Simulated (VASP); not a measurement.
# TiO2 (e600) (I4_1/amd) in VASP: a series of runs, part 2 of 2

VASP 6.6.1.

### 4 Single point, PBE (cell and atoms relaxed tightly for response)

Input file INCAR:

```
ALGO = Fast
EDIFF = 1E-6
ENCUT = 520
GGA = PE
ISIF = 2
ISMEAR = 0
LASPH = T
LCHARG = F
LREAL = F
LWAVE = F
NBANDS = 33
NELM = 100
PREC = Accurate
SIGMA = 0.01
```

Input file KPOINTS:

```
k-points
0
Gamma
  12 12 12
```

Input file POSCAR:

```
TiO2
1.0
   -1.8994681159      1.8994681159      4.8502315068
    1.8994681159     -1.8994681159      4.8502315068
    1.8994681159      1.8994681159     -4.8502315068
Ti O
2 4
Direct
    0.0000000000      0.0000000000      0.0000000000
    0.7500000000      0.2500000000      0.5000000000
    0.2064654410      0.2064654410      0.0000000000
    0.9564654410      0.4564654410      0.5000000000
    0.5435345590      0.0435345590      0.5000000000
    0.7935345590      0.7935345590      0.0000000000
```

Potentials or basis: VASP PAW PBE potentials, release 64 (Ti_sv, O).

Command:

```sh
$ cat potpaw_PBE.64/Ti_sv/POTCAR potpaw_PBE.64/O/POTCAR > POTCAR
$ mpirun -np 1 vasp_std > vasp.out
```

OUTCAR:

```text
EDIFF = 1E-6
   ENCUT = 520
   GGA = PE
   ISIF = 2
   ISMEAR = 0
   LASPH = T
   LREAL = F
   NELM = 100
   PREC = Accurate

 ion  position               nearest neighbor table
   1  0.000  0.000  0.000-   5 1.95   4 1.95   5 1.95   4 1.95   3 2.00   6 2.00
   2  0.750  0.250  0.500-   6 1.95   3 1.95   6 1.95   3 1.95   4 2.00   5 2.00
   3  0.206  0.206  0.000-   2 1.95   2 1.95   1 2.00
   4  0.956  0.456  0.500-   1 1.95   1 1.95   2 2.00
   5  0.544  0.044  0.500-   1 1.95   1 1.95   2 2.00
   6  0.794  0.794  0.000-   2 1.95   2 1.95   1 2.00

  LATTYP: Found a body centered tetragonal cell.
 ALAT       =     3.7989362318
 C/A-ratio  =     2.5534682400

  Lattice vectors:

 A1 = (  -1.8994681159,   1.8994681159,   4.8502315068)
 A2 = (   1.8994681159,  -1.8994681159,   4.8502315068)
 A3 = (   1.8994681159,   1.8994681159,  -4.8502315068)

Analysis of symmetry for initial positions (statically):
=====================================================================
[... 186 lines left out ...]

 val. band max:        3.1510043118   @ k =  -0.4167   0.4167   0.0000
 cond. band min:       5.2582604913   @ k =   0.0000   0.0000   0.0000
 fundamental gap:      2.1072561795
 Fermi energy:         3.2492327189

 k-point     1 :       0.0000    0.0000    0.0000
  band No.  band energies     occupation
      1     -53.3079      2.00000
      2     -53.2568      2.00000
      3     -29.7371      2.00000
      4     -29.5188      2.00000
      5     -29.5188      2.00000
      6     -29.4574      2.00000
[... 853 lines left out ...]
     32       9.6122      0.00000
     33      13.6210      0.00000

 [... further k-points ...]

------------------------ aborting loop because EDIFF is reached ----------------------------------------

  FORCE on cell =-STRESS in cart. coord.  units (eV):
  Direction    XX          YY          ZZ          XY          YZ          ZX
  --------------------------------------------------------------------------------------
  -------------------------------------------------------------------------------------
  Total        0.1260160      0.1260160      0.1564590      0.0000000      0.0000000      0.0000000
  in kB        2.8843615      2.8843615      3.5811679      0.0000000      0.0000000      0.0000000
  external PRESSURE =       3.1166303 kB  Pullay stress =       0.0000000 kB

 VOLUME and BASIS-vectors are now :
 -----------------------------------------------------------------------------
  energy-cutoff  :      520.00
  volume of cell :       70.00
      direct lattice vectors                 reciprocal lattice vectors
    -1.899468116  1.899468116  4.850231507     0.000000000  0.263231584  0.103087863
     1.899468116 -1.899468116  4.850231507     0.263231584  0.000000000  0.103087863
     1.899468116  1.899468116 -4.850231507     0.263231584  0.263231584  0.000000000

 POSITION                                       TOTAL-FORCE (eV/Angst)
 -----------------------------------------------------------------------------------
      0.00000      0.00000      0.00000         0.000000      0.000000      0.000000
     -0.00000      1.89947      2.42512         0.000000      0.000000      0.000000
      0.00000      0.00000      2.00281         0.000000     -0.000000      0.018453
      0.00000      1.89947      4.42793        -0.000000      0.000000      0.018453
      0.00000      1.89947      0.42231        -0.000000      0.000000     -0.018453
      0.00000      0.00000      7.69765         0.000000     -0.000000     -0.018453
 -----------------------------------------------------------------------------------
    total drift:                               -0.000000     -0.000000      0.000000

  FREE ENERGIE OF THE ION-ELECTRON SYSTEM (eV)
  ---------------------------------------------------
  free  energy   TOTEN  =       -53.8648221132 eV

  energy  without entropy=      -53.8648221132  energy(sigma->0) =      -53.86482211
```

OSZICAR:

```text
N       E                     dE             d eps       ncg     rms          rms(c)
DAV:   1     0.658131939871E+03    0.65813E+03   -0.24154E+04 10758   0.168E+03
DAV:   2     0.306189242094E+02   -0.62751E+03   -0.58101E+03 11760   0.506E+02
DAV:   3    -0.663733233735E+02   -0.96992E+02   -0.95216E+02 14760   0.190E+02
DAV:   4    -0.711439051876E+02   -0.47706E+01   -0.47610E+01 16370   0.409E+01
[... 28 lines left out ...]
RMM:  33    -0.538648373078E+02    0.17287E-04   -0.55640E-05 16897   0.481E-02    0.603E-02
RMM:  34    -0.538648268653E+02    0.10442E-04   -0.37357E-05 16507   0.389E-02    0.315E-02
RMM:  35    -0.538648240840E+02    0.27813E-05   -0.14730E-05 14829   0.208E-02    0.248E-02
RMM:  36    -0.538648226670E+02    0.14170E-05   -0.68342E-06 12260   0.128E-02    0.251E-02
RMM:  37    -0.538648221132E+02    0.55380E-06   -0.15735E-06  9825   0.794E-03
   1 F= -.53864822E+02 E0= -.53864822E+02  d E =-.162798E-46
```

stdout:

```text
POSCAR found type information on POSCAR TiO
 POSCAR found :  2 types and       6 ions
 scaLAPACK will be used
 LDA part: xc-table for (Slater+PW92), standard interpolation
 POSCAR, INCAR and KPOINTS ok, starting setup
 FFT: planning ... GRIDC
 FFT: planning ... GRID_SOFT
 FFT: planning ... GRID
 WAVECAR not read
 entering main loop
WARNING in EDDRMM: call to ZHEGV failed, returncode =   8  4     22
WARNING in EDDRMM: call to ZHEGV failed, returncode =   6  3      9
WARNING in EDDRMM: call to ZHEGV failed, returncode =   8  4     27
WARNING in EDDRMM: call to ZHEGV failed, returncode =   6  3     12
WARNING in EDDRMM: call to ZHEGV failed, returncode =   8  4     15
WARNING in EDDRMM: call to ZHEGV failed, returncode =   8  4     27
WARNING in EDDRMM: call to ZHEGV failed, returncode =   8  4     31
WARNING in EDDRMM: call to ZHEGV failed, returncode =   8  4     21
WARNING in EDDRMM: call to ZHEGV failed, returncode =   6  3     26
WARNING in EDDRMM: call to ZHEGV failed, returncode =   8  4     30
[... 16 lines left out ...]
WARNING in EDDRMM: call to ZHEGV failed, returncode =   8  4     10
WARNING in EDDRMM: call to ZHEGV failed, returncode =   6  3     16
WARNING in EDDRMM: call to ZHEGV failed, returncode =   6  3     21
WARNING in EDDRMM: call to ZHEGV failed, returncode =   8  4     18
WARNING in EDDRMM: call to ZHEGV failed, returncode =   8  4     32
WARNING in EDDRMM: call to ZHEGV failed, returncode =   6  3     24
WARNING in EDDRMM: call to ZHEGV failed, returncode =   6  3     31
WARNING in EDDRMM: call to ZHEGV failed, returncode =   8  4      9
WARNING in EDDRMM: call to ZHEGV failed, returncode =   6  3      9
WARNING in EDDRMM: call to ZHEGV failed, returncode =   8  4      9
```

Wall time 27 min (1 thread of Intel Xeon Platinum 8488C (Sapphire Rapids), shared host); peak memory 0.47 GiB.

Results:

```yaml
Free_energy: -53.8648 eV
Pressure: 0.3 GPa
Largest_force: 0.018 eV/Å
Band_gap_on_the_k_mesh: 2.11 eV, indirect (least direct gap 2.41 eV)
```

Forces in eV/Å, atoms in the order of the input:
```
Ti   0.000  0.000  0.000
Ti   0.000  0.000  0.000
O    0.000  0.000  0.018
O    0.000  0.000  0.018
O    0.000  0.000 -0.018
O    0.000  0.000 -0.018
```
